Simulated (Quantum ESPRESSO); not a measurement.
# Sr (Fm-3m) in Quantum ESPRESSO: a series of runs, part 3 of 3

Quantum ESPRESSO 7.5. The steps go on from the part before.

## (4) Phonons, PBE

Contents of pw.in:

```
&CONTROL
  calculation = 'scf'
  prefix = 'pwscf'
  outdir = './tmp'
  pseudo_dir = './pseudo'
  tprnfor = .true.
  tstress = .true.
  disk_io = 'low'
/
&SYSTEM
  ibrav = 0
  nat = 1
  ntyp = 1
  ecutwfc = 68
  nbnd = 10
  occupations = 'smearing'
  smearing = 'mv'
  degauss = 0.01469973
/
&ELECTRONS
  conv_thr = 2d-10
  electron_maxstep = 120
  mixing_beta = 0.5
/
ATOMIC_SPECIES
Sr    87.6200 Sr.upf
CELL_PARAMETERS angstrom
   0.0000000000    3.0423500000    3.0423500000
   3.0423500000    0.0000000000    3.0423500000
   3.0423500000    3.0423500000    0.0000000000
ATOMIC_POSITIONS crystal
Sr     0.0000000000    0.0000000000    0.0000000000
K_POINTS automatic
8 8 8 0 0 0
```

Contents of relax.in:

```
&CONTROL
  calculation = 'vc-relax'
  prefix = 'pwscf'
  outdir = './tmp'
  pseudo_dir = './pseudo'
  tprnfor = .true.
  tstress = .true.
  disk_io = 'low'
  nstep = 40
  forc_conv_thr = 0.0001
  etot_conv_thr = 1d-06
/
&SYSTEM
  ibrav = 0
  nat = 1
  ntyp = 1
  ecutwfc = 68
  nbnd = 10
  occupations = 'smearing'
  smearing = 'mv'
  degauss = 0.01469973
/
&ELECTRONS
  conv_thr = 2d-10
  electron_maxstep = 120
  mixing_beta = 0.5
/
&IONS
  ion_dynamics = 'bfgs'
/
&CELL
  cell_dynamics = 'bfgs'
  press = 0
  press_conv_thr = 0.2
/
ATOMIC_SPECIES
Sr    87.6200 Sr.upf
CELL_PARAMETERS angstrom
   0.0000000000    3.0423500000    3.0423500000
   3.0423500000    0.0000000000    3.0423500000
   3.0423500000    3.0423500000    0.0000000000
ATOMIC_POSITIONS crystal
Sr     0.0000000000    0.0000000000    0.0000000000
K_POINTS automatic
8 8 8 0 0 0
```

Contents of scf2.in:

```
&CONTROL
  calculation = 'scf'
  prefix = 'pwscf'
  outdir = './tmp'
  pseudo_dir = './pseudo'
  tprnfor = .true.
  tstress = .true.
  disk_io = 'low'
/
&SYSTEM
  ibrav = 0
  nat = 1
  ntyp = 1
  ecutwfc = 68
  nbnd = 10
  occupations = 'smearing'
  smearing = 'mv'
  degauss = 0.01469973
/
&ELECTRONS
  conv_thr = 1d-13
  electron_maxstep = 120
  mixing_beta = 0.5
  startingpot = 'file'
  startingwfc = 'file'
/
ATOMIC_SPECIES
Sr    87.6200 Sr.upf
CELL_PARAMETERS angstrom
   0.0000000000    3.0138916328    3.0138916328
   3.0138916328    0.0000000000    3.0138916328
   3.0138916328    3.0138916328    0.0000000000
ATOMIC_POSITIONS crystal
Sr     0.0000000000    0.0000000000    0.0000000000
K_POINTS automatic
8 8 8 0 0 0
```

Contents of ph.in:

```
phonons of Sr
&INPUTPH
  prefix = 'pwscf'
  outdir = './tmp'
  tr2_ph = 1d-18
  fildyn = 'dyn'
  niter_ph = 90
  alpha_mix(1) = 0.4
/
0.1767766953 0.7071067812 0.1767766953
```

Potentials or basis: PseudoDojo 0.4.1 SR PBE standard.

On the command line:

```
$ OMP_NUM_THREADS=1 mpirun -n 4 pw.x -nk 4 -in pw.in > pw.out
$ OMP_NUM_THREADS=1 mpirun -n 4 pw.x -nk 4 -in relax.in > relax.out
$ OMP_NUM_THREADS=1 mpirun -n 4 pw.x -nk 4 -in scf2.in > scf2.out
$ OMP_NUM_THREADS=1 mpirun -n 4 ph.x -nk 4 -in ph.in > ph.out
```

pw.out:

```text
This program is part of the open-source Quantum ESPRESSO suite
     for quantum simulation of materials; please cite
[... 6 lines left out ...]
     using ibrav=0 with symmetry is DISCOURAGED, use correct ibrav instead

     K-points division:     npool     =       4
     Subspace diagonalization in iterative solution of the eigenvalue problem:
     a serial algorithm will be used

     G-vector sticks info
     --------------------
     sticks:   dense  smooth     PW     G-vecs:    dense   smooth      PW
     Sum        1237    1237    367                28763    28763    4621

     Using Slab Decomposition

     bravais-lattice index     =            0
     lattice parameter (alat)  =       8.1306  a.u.
     unit-cell volume          =     380.0617 (a.u.)^3
     number of atoms/cell      =            1
     number of atomic types    =            1
     number of electrons       =        10.00
     number of Kohn-Sham states=           10
     kinetic-energy cutoff     =      68.0000  Ry
     charge density cutoff     =     272.0000  Ry
     scf convergence threshold =      2.0E-10
     mixing beta               =       0.5000
     number of iterations used =            8  plain     mixing
     Exchange-correlation= PBE
                           (   1   4   3   4   0   0   0)

     celldm(1)=   8.130608  celldm(2)=   0.000000  celldm(3)=   0.000000
     celldm(4)=   0.000000  celldm(5)=   0.000000  celldm(6)=   0.000000

[... 8 lines left out ...]
               b(3) = (  0.707107  0.707107 -0.707107 )

     PseudoPot. # 1 for Sr read from file:
     Sr.upf
     Pseudo is Norm-conserving + core correction, Zval = 10.0
     Generated using ONCVPSP code by D. R. Hamann
     Using radial grid of 1834 points,  6 beta functions with:
                l(1) =   0
                l(2) =   0
                l(3) =   1
                l(4) =   1
                l(5) =   2
                l(6) =   2

     atomic species   valence    mass     pseudopotential
     Sr               10.00    87.62000     Sr( 1.00)

     48 Sym. Ops., with inversion, found

   Cartesian axes

     site n.     atom                  positions (alat units)
         1        Sr     tau(   1) = (   0.0000000   0.0000000   0.0000000  )

     number of k points=    29  Marzari-Vanderbilt smearing, width (Ry)=  0.0147
                       cart. coord. in units 2pi/alat
        k(    1) = (   0.0000000   0.0000000   0.0000000), wk =   0.0039062
        k(    2) = (   0.0883883   0.0883883  -0.0883883), wk =   0.0312500
        k(    3) = (   0.1767767   0.1767767  -0.1767767), wk =   0.0312500
        k(    4) = (   0.2651650   0.2651650  -0.2651650), wk =   0.0312500
        k(    5) = (  -0.3535534  -0.3535534   0.3535534), wk =   0.0156250
        k(    6) = (   0.1767767   0.0000000   0.0000000), wk =   0.0234375
[... 21 lines left out ...]
        k(   28) = (  -0.7071068   0.1767767  -0.0000000), wk =   0.0468750
        k(   29) = (  -0.7071068   0.3535534   0.0000000), wk =   0.0234375

     Dense  grid:    28763 G-vectors     FFT dimensions: (  45,  45,  45)

     Initial potential from superposition of free atoms

     starting charge       9.9917, renormalised to      10.0000
     Starting wfcs are    5 randomized atomic wfcs +    5 random wfcs

     Self-consistent Calculation

     iteration #  1     ecut=    68.00 Ry     beta= 0.50
     Davidson diagonalization with overlap
     ethr =  1.00E-02,  avg # of iterations =  8.1

     Threshold (ethr) on eigenvalues was too large:
     Diagonalizing with lowered threshold

     Davidson diagonalization with overlap
     ethr =  1.42E-05,  avg # of iterations =  9.4

     total energy              =     -68.46724234 Ry
     estimated scf accuracy    <       0.00124950 Ry

     iteration #  2     ecut=    68.00 Ry     beta= 0.50
     Davidson diagonalization with overlap
     ethr =  1.25E-05,  avg # of iterations =  1.0

     total energy              =     -68.46738392 Ry
     estimated scf accuracy    <       0.00031350 Ry

     iteration #  3     ecut=    68.00 Ry     beta= 0.50
     Davidson diagonalization with overlap
     ethr =  3.13E-06,  avg # of iterations =  2.4

     total energy              =     -68.46739801 Ry
     estimated scf accuracy    <       0.00000367 Ry

     iteration #  4     ecut=    68.00 Ry     beta= 0.50
     Davidson diagonalization with overlap
     ethr =  3.67E-08,  avg # of iterations =  3.9

     total energy              =     -68.46739954 Ry
     estimated scf accuracy    <       0.00000012 Ry

     iteration #  5     ecut=    68.00 Ry     beta= 0.50
     Davidson diagonalization with overlap
     ethr =  1.19E-09,  avg # of iterations =  2.3

     total energy              =     -68.46739957 Ry
     estimated scf accuracy    <       0.00000004 Ry

     iteration #  6     ecut=    68.00 Ry     beta= 0.50
     Davidson diagonalization with overlap
     ethr =  4.26E-10,  avg # of iterations =  1.1

     End of self-consistent calculation

          k = 0.0000 0.0000 0.0000 (  3647 PWs)   bands (ev):

   -31.6821 -13.5708 -13.5708 -13.5708   1.3575   7.2943   7.2943   7.2943
     8.7250   8.7250

          k = 0.0884 0.0884-0.0884 (  3605 PWs)   bands (ev):

   -31.6803 -13.5977 -13.5744 -13.5744   1.6010   6.9341   7.3975   7.3975
     8.5951   8.5951

          k = 0.1768 0.1768-0.1768 (  3602 PWs)   bands (ev):

   -31.6759 -13.6618 -13.5832 -13.5832   2.2796   6.2212   7.4405   7.4405
     8.6723   8.6723

          k = 0.2652 0.2652-0.2652 (  3609 PWs)   bands (ev):

   -31.6715 -13.7246 -13.5920 -13.5920   3.2158   5.4917   7.2425   7.2425
     9.2961   9.2962

          k =-0.3536-0.3536 0.3536 (  3600 PWs)   bands (ev):

   -31.6697 -13.7503 -13.5956 -13.5956   3.8614   4.9972   7.1402   7.1402
     9.7389   9.7389

          k = 0.1768 0.0000 0.0000 (  3615 PWs)   bands (ev):

   -31.6797 -13.5969 -13.5804 -13.5804   1.6816   6.8534   7.4510   7.4510
     8.1761   8.8506

          k = 0.2652 0.0884-0.0884 (  3609 PWs)   bands (ev):

   -31.6761 -13.6443 -13.5909 -13.5882   2.2158   6.3438   7.3611   7.5880
     8.0754   8.9939

          k = 0.3536 0.1768-0.1768 (  3596 PWs)   bands (ev):

   -31.6718 -13.7040 -13.6002 -13.5996   3.0851   5.7107   6.9567   7.4886
     8.7530   9.4656

          k =-0.2652-0.4419 0.4419 (  3602 PWs)   bands (ev):

   -31.6691 -13.7392 -13.6115 -13.6016   3.9770   5.0690   6.7953   7.3375
     9.5401   9.7627

          k =-0.1768-0.3536 0.3536 (  3609 PWs)   bands (ev):

   -31.6697 -13.7308 -13.6151 -13.5956   3.7205   5.2884   6.7951   7.3581
     9.1791   9.8910

          k =-0.0884-0.2652 0.2652 (  3605 PWs)   bands (ev):

   -31.6732 -13.6844 -13.6077 -13.5852   2.7721   5.9685   6.9973   7.5919
     8.3639   9.3842

          k = 0.0000-0.1768 0.1768 (  3601 PWs)   bands (ev):

   -31.6776 -13.6291 -13.5909 -13.5764   1.9910   6.5499   7.3164   7.6282
     8.1585   8.8497

          k = 0.3536 0.0000 0.0000 (  3591 PWs)   bands (ev):

   -31.6738 -13.6581 -13.6037 -13.6037   2.5762   6.0929   7.0657   7.9442
     7.9442   9.1820

          k = 0.4419 0.0884-0.0884 (  3589 PWs)   bands (ev):

   -31.6703 -13.6961 -13.6193 -13.6141   3.2878   5.7372   6.5051   8.0807
     8.5296   9.5518

          k =-0.1768-0.5303 0.5303 (  3595 PWs)   bands (ev):

   -31.6677 -13.7196 -13.6423 -13.6161   4.1966   5.2826   6.2136   7.9123
     9.1342   9.8272

          k =-0.0884-0.4419 0.4419 (  3597 PWs)   bands (ev):

   -31.6674 -13.7147 -13.6599 -13.6085   4.5146   5.1752   6.0598   7.7739
     9.2294   9.2390

          k = 0.0000-0.3536 0.3536 (  3599 PWs)   bands (ev):

   -31.6697 -13.6996 -13.6463 -13.5957   3.6045   5.8069   6.1933   7.7504
     8.5195   9.9520

          k = 0.5303-0.0000 0.0000 (  3599 PWs)   bands (ev):

   -31.6680 -13.7165 -13.6269 -13.6269   3.7376   5.5353   6.2098   8.8152
     8.8152   9.5655

          k =-0.0884-0.6187 0.6187 (  3591 PWs)   bands (ev):

   -31.6662 -13.7279 -13.6444 -13.6305   4.3257   5.3931   5.9531   8.8109
     9.2549   9.9035

          k = 0.0000-0.5303 0.5303 (  3580 PWs)   bands (ev):

   -31.6660 -13.7107 -13.6748 -13.6229   4.8900   5.2031   5.7717   8.3326
     8.7234   9.5570

          k =-0.7071 0.0000 0.0000 (  3572 PWs)   bands (ev):

   -31.6656 -13.7399 -13.6365 -13.6365   4.3555   5.3384   5.9591   9.7452
    10.0338  10.1238

          k = 0.3536 0.1768 0.0000 (  3598 PWs)   bands (ev):

   -31.6726 -13.6774 -13.6162 -13.5944   2.8505   5.9965   6.7854   7.9131
     8.1043   9.4493

          k =-0.2652-0.4419 0.6187 (  3594 PWs)   bands (ev):

   -31.6691 -13.7112 -13.6361 -13.6049   3.7574   5.5449   6.3436   7.7085
     8.8188   9.9571

          k =-0.1768-0.3536 0.5303 (  3600 PWs)   bands (ev):

   -31.6676 -13.7257 -13.6424 -13.6105   4.5168   4.9719   6.3032   7.5845
     9.2047   9.9793

          k =-0.1768-0.5303 0.7071 (  3603 PWs)   bands (ev):

   -31.6677 -13.7130 -13.6414 -13.6231   3.9954   5.5604   6.0511   8.2020
     8.9297   9.9894

          k =-0.0884-0.4419 0.6187 (  3600 PWs)   bands (ev):

   -31.6662 -13.7093 -13.6677 -13.6272   4.7933   5.2865   5.8343   7.7189
     9.2368  10.0437

          k = 0.0000-0.3536 0.5303 (  3589 PWs)   bands (ev):

   -31.6668 -13.6996 -13.6762 -13.6180   4.6080   5.5695   5.6480   7.7056
     9.1931   9.4110

          k =-0.7071 0.1768-0.0000 (  3596 PWs)   bands (ev):

   -31.6656 -13.7249 -13.6518 -13.6373   4.6352   5.4011   5.8332   8.1619
    10.0376  10.1703

          k =-0.7071 0.3536 0.0000 (  3636 PWs)   bands (ev):

   -31.6656 -13.6885 -13.6885 -13.6381   5.0503   5.5869   5.5869   7.1549
    10.0384  10.1944

     the Fermi energy is     4.9376 ev

!    total energy              =     -68.46739957 Ry
     estimated scf accuracy    <          5.8E-11 Ry
     smearing contrib. (-TS)   =       0.00000396 Ry
     internal energy E=F+TS    =     -68.46740353 Ry

     The total energy is F=E-TS. E is the sum of the following terms:
     one-electron contribution =     -26.00162908 Ry
     hartree contribution      =      14.02576106 Ry
     xc contribution           =     -16.61767936 Ry
     ewald contribution        =     -39.87385614 Ry

     convergence has been achieved in   6 iterations

     Forces acting on atoms (cartesian axes, Ry/au):

     atom    1 type  1   force =     0.00000000    0.00000000    0.00000000

     Total force =     0.000000     Total SCF correction =     0.000000

     Computing stress (Cartesian axis) and pressure

          total   stress  (Ry/bohr**3)                   (kbar)     P=       -3.19
  -0.00002166  -0.00000000  -0.00000000           -3.19       -0.00       -0.00
  -0.00000000  -0.00002166  -0.00000000           -0.00       -3.19       -0.00
  -0.00000000  -0.00000000  -0.00002166           -0.00       -0.00       -3.19

=------------------------------------------------------------------------------=
   JOB DONE.
=------------------------------------------------------------------------------=
```

It took 2.2 min on 4 MPI ranks of Intel Xeon 6975P-C (Granite Rapids), shared host; peak memory 0.36 GiB.

Results:

* Free energy: -931.5480 eV
* Relaxed volume: 54.75 Å³/atom
* Relaxed cell: a = 4.262 Å, b = 4.262 Å, c = 4.262 Å, α = 60.00°, β = 60.00°, γ = 60.00°
* Space group after relaxing (to 0.05 Å): Fm-3m (No. 225)
* Pressure after relaxing: 0.0 GPa
* Band gap on the k mesh: none (metal or under the smearing width)
* Highest phonon frequency at the q point run: 96 cm⁻¹

Step by step:
```tsv
step	energy change (eV)	largest force (eV/Å)	pressure (GPa)	volume (Å³)
1	0.0000	0.0000	-0.32	56.32
2	-0.0002	0.0000	-0.30	56.23
3	-0.0004	0.0000	-0.28	56.09
4	-0.0008	0.0000	-0.23	55.89
5	-0.0011	0.0000	-0.17	55.58
6	-0.0015	0.0000	-0.08	55.12
7	-0.0016	0.0000	0.00	54.75
8	-0.0016	0.0000	0.00	54.75
```

Final structure:
```
CELL_PARAMETERS angstrom
0.00000 3.01389 3.01389
3.01389 0.00000 3.01389
3.01389 3.01389 0.00000
ATOMIC_POSITIONS crystal
Sr 0.00000 0.00000 0.00000
```

Phonon frequencies in cm⁻¹ (negative: imaginary):
```
              q point  frequencies
(0.625, 0.250, 0.625)     68 82 96
```

Phonon modes at q = (0.625, 0.250, 0.625) in reciprocal lattice units:
```csv
mode,symmetry,cm⁻¹
1,B_1,68
2,A_1,82
3,B_2,96
```

## (5) Phonons, PBE

pw.in is that of step 4.

relax.in is that of step 4.

Edit scf2.in of step 4 so:

```diff
@@ -29,5 +29,5 @@
 CELL_PARAMETERS angstrom
-   0.0000000000    3.0138916328    3.0138916328
-   3.0138916328    0.0000000000    3.0138916328
-   3.0138916328    3.0138916328    0.0000000000
+   0.0000000000    3.0138916329    3.0138916329
+   3.0138916329    0.0000000000    3.0138916329
+   3.0138916329    3.0138916329    0.0000000000
 ATOMIC_POSITIONS crystal
```

Edit ph.in of step 4 so:

```diff
@@ -9,2 +9,2 @@
 /
-0.1767766953 0.7071067812 0.1767766953
+0.3535533906 0.7071067812 0.0000000000
```

Potentials or basis: PseudoDojo 0.4.1 SR PBE standard.

On the command line:

```
$ OMP_NUM_THREADS=1 mpirun -n 4 pw.x -nk 4 -in pw.in > pw.out
$ OMP_NUM_THREADS=1 mpirun -n 4 pw.x -nk 4 -in relax.in > relax.out
$ OMP_NUM_THREADS=1 mpirun -n 4 pw.x -nk 4 -in scf2.in > scf2.out
$ OMP_NUM_THREADS=1 mpirun -n 4 ph.x -nk 4 -in ph.in > ph.out
```

pw.out:

```text
This program is part of the open-source Quantum ESPRESSO suite
     for quantum simulation of materials; please cite
[... 6 lines left out ...]
     using ibrav=0 with symmetry is DISCOURAGED, use correct ibrav instead

     K-points division:     npool     =       4
     Subspace diagonalization in iterative solution of the eigenvalue problem:
     a serial algorithm will be used

     G-vector sticks info
     --------------------
     sticks:   dense  smooth     PW     G-vecs:    dense   smooth      PW
     Sum        1237    1237    367                28763    28763    4621

     Using Slab Decomposition

     bravais-lattice index     =            0
     lattice parameter (alat)  =       8.1306  a.u.
     unit-cell volume          =     380.0617 (a.u.)^3
     number of atoms/cell      =            1
     number of atomic types    =            1
     number of electrons       =        10.00
     number of Kohn-Sham states=           10
     kinetic-energy cutoff     =      68.0000  Ry
     charge density cutoff     =     272.0000  Ry
     scf convergence threshold =      2.0E-10
     mixing beta               =       0.5000
     number of iterations used =            8  plain     mixing
     Exchange-correlation= PBE
                           (   1   4   3   4   0   0   0)

     celldm(1)=   8.130608  celldm(2)=   0.000000  celldm(3)=   0.000000
     celldm(4)=   0.000000  celldm(5)=   0.000000  celldm(6)=   0.000000

[... 8 lines left out ...]
               b(3) = (  0.707107  0.707107 -0.707107 )

     PseudoPot. # 1 for Sr read from file:
     Sr.upf
     Pseudo is Norm-conserving + core correction, Zval = 10.0
     Generated using ONCVPSP code by D. R. Hamann
     Using radial grid of 1834 points,  6 beta functions with:
[... 64 lines left out ...]

     Davidson diagonalization with overlap
     ethr =  1.42E-05,  avg # of iterations =  9.4

     total energy              =     -68.46724234 Ry
     estimated scf accuracy    <       0.00124950 Ry
[... 29 lines left out ...]
     iteration #  6     ecut=    68.00 Ry     beta= 0.50
     Davidson diagonalization with overlap
     ethr =  4.26E-10,  avg # of iterations =  1.1

     End of self-consistent calculation

          k = 0.0000 0.0000 0.0000 (  3647 PWs)   bands (ev):

   -31.6821 -13.5708 -13.5708 -13.5708   1.3575   7.2943   7.2943   7.2943
     8.7250   8.7250
[... 93 lines left out ...]
   -31.6660 -13.7107 -13.6748 -13.6229   4.8900   5.2031   5.7717   8.3326
     8.7234   9.5570

          k =-0.7071 0.0000 0.0000 (  3572 PWs)   bands (ev):

   -31.6656 -13.7399 -13.6365 -13.6365   4.3555   5.3384   5.9591   9.7452
    10.0338  10.1238

          k = 0.3536 0.1768 0.0000 (  3598 PWs)   bands (ev):
[... 26 lines left out ...]
   -31.6668 -13.6996 -13.6762 -13.6180   4.6080   5.5695   5.6480   7.7056
     9.1931   9.4110

          k =-0.7071 0.1768-0.0000 (  3596 PWs)   bands (ev):

   -31.6656 -13.7249 -13.6518 -13.6373   4.6352   5.4011   5.8332   8.1619
    10.0376  10.1703

          k =-0.7071 0.3536 0.0000 (  3636 PWs)   bands (ev):

   -31.6656 -13.6885 -13.6885 -13.6381   5.0503   5.5869   5.5869   7.1549
    10.0384  10.1944

     the Fermi energy is     4.9376 ev

!    total energy              =     -68.46739957 Ry
     estimated scf accuracy    <          5.8E-11 Ry
     smearing contrib. (-TS)   =       0.00000396 Ry
     internal energy E=F+TS    =     -68.46740353 Ry

     The total energy is F=E-TS. E is the sum of the following terms:
     one-electron contribution =     -26.00162908 Ry
     hartree contribution      =      14.02576106 Ry
     xc contribution           =     -16.61767936 Ry
     ewald contribution        =     -39.87385614 Ry

     convergence has been achieved in   6 iterations

     Forces acting on atoms (cartesian axes, Ry/au):

     atom    1 type  1   force =     0.00000000    0.00000000    0.00000000

     Total force =     0.000000     Total SCF correction =     0.000000

     Computing stress (Cartesian axis) and pressure

          total   stress  (Ry/bohr**3)                   (kbar)     P=       -3.19
  -0.00002166   0.00000000   0.00000000           -3.19        0.00        0.00
   0.00000000  -0.00002166   0.00000000            0.00       -3.19        0.00
   0.00000000   0.00000000  -0.00002166            0.00        0.00       -3.19

=------------------------------------------------------------------------------=
   JOB DONE.
=------------------------------------------------------------------------------=
```

It took 84 s on 4 MPI ranks of Intel Xeon 6975P-C (Granite Rapids), shared host; peak memory 0.4 GiB.

What came out:

* Free energy: -931.5480 eV
* Relaxed volume: 54.75 Å³/atom
* Relaxed cell: a = 4.262 Å, b = 4.262 Å, c = 4.262 Å, α = 60.00°, β = 60.00°, γ = 60.00°
* Space group after relaxing (to 0.05 Å): Fm-3m (No. 225)
* Pressure after relaxing: 0.0 GPa
* Band gap on the k mesh: none (metal or under the smearing width)
* Highest phonon frequency at the q point run: 91 cm⁻¹

The path:
```tsv
step	energy change (eV)	largest force (eV/Å)	pressure (GPa)	volume (Å³)
1	0.0000	0.0000	-0.32	56.32
2	-0.0002	0.0000	-0.30	56.23
3	-0.0004	0.0000	-0.28	56.09
4	-0.0008	0.0000	-0.23	55.89
5	-0.0011	0.0000	-0.17	55.58
6	-0.0015	0.0000	-0.08	55.12
7	-0.0016	0.0000	0.00	54.75
8	-0.0016	0.0000	0.00	54.75
```

Final structure:
```
CELL_PARAMETERS angstrom
0.00000 3.01389 3.01389
3.01389 0.00000 3.01389
3.01389 3.01389 0.00000
ATOMIC_POSITIONS crystal
Sr 0.00000 0.00000 0.00000
```

Phonon frequencies in cm⁻¹ (negative: imaginary):
```tsv
q point	frequencies
(0.500, 0.250, 0.750)	67 91 91
```

Phonon modes at q = (0.500, 0.250, 0.750) in reciprocal lattice units:
| mode | symmetry | cm⁻¹ |
| --- | --- | --- |
| 1 | B_2 | 67 |
| 2 | E | 91 |
| 3 | E | 91 |
